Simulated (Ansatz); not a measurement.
**All-electron equations of state of elemental crystals**

All-electron LAPW (Ansatz 0.2.0), scalar-relativistic, no spin, Fermi–Dirac smearing 0.136 eV, k-meshes of 8 to 18 points an axis; Birch–Murnaghan fits to pressures. Some or most of these lattices are hypothetical for the element, and V0 is the minimum nearest the starting volume; lattices without a usable fit are left out; mesh and smearing are coarse, and magnetic elements are treated as non-magnetic.

| element | lattice | functional | V0 (Å³/atom) | B0 (GPa) | B′ | k-points per axis |
| --- | --- | --- | --- | --- | --- | --- |
| Yb | bcc | LDA | 29.34 | 27 | 3.9 | 12 |
| Yb | bcc | PBEsol | 31.94 | 23 | 3.9 | 12 |
| Yb | diamond | PBE | 80.50 | 3.6 | 2.9 | 8 |
| Yb | diamond | PBEsol | 71.91 | 3.9 | 2.1 | 8 |
| Yb | fcc | LDA | 29.74 | 24 | 3.7 | 12 |
| Yb | fcc | PBEsol | 32.68 | 20 | 3.7 | 11 |
| Yb | sc | LDA | 31.17 | 17.3 | 4.5 | 10 |
| Yb | sc | PBE | 39.32 | 11.7 | 3.7 | 10 |
| Yb | sc | PBEsol | 35.09 | 13.7 | 3.5 | 10 |

Problem. Give V0 and B0 for fcc Yb in PBE.

Solution. 35.89 Å³/atom and 18.1 GPa.

Problem. Give V0 and B0 for bcc Yb in PBE.

Solution. 34.88 Å³/atom and 19.5 GPa.
